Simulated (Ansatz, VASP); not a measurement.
# Ge in VASP and in Ansatz

```
CELL_PARAMETERS angstrom
2.77139 0.00000 0.00000
0.00000 2.77139 0.00000
0.00000 0.00000 2.77139
ATOMIC_POSITIONS crystal
Ge 0.00000 0.00000 0.00000
```

Alike in both runs: task single point; functional PBEsol; k mesh 13 × 13 × 13; occupations fermi-dirac, width 0.1 eV; no spin polarisation.

|  | VASP | Ansatz |
| --- | --- | --- |
| version | VASP 6.6.1 | Ansatz 0.2.0 |
| potentials or method | VASP PAW PBE potentials, release 64 (Ge_d) | plane waves (420 eV) with PAW, scalar-relativistic |
| plane-wave cutoff (eV) | 520 | 420 |
| valence electrons in the cell | 14 | 14 |

|  | VASP | Ansatz | Ansatz less VASP |
| --- | --- | --- | --- |
| pressure (GPa) | -6.9 | -6.8 | +0.10 |

Ansatz warned: «pseudo_functional_mismatch».

Caveats: the PAW data sets were made with another functional, which shifts forces and pressure a little (VASP).
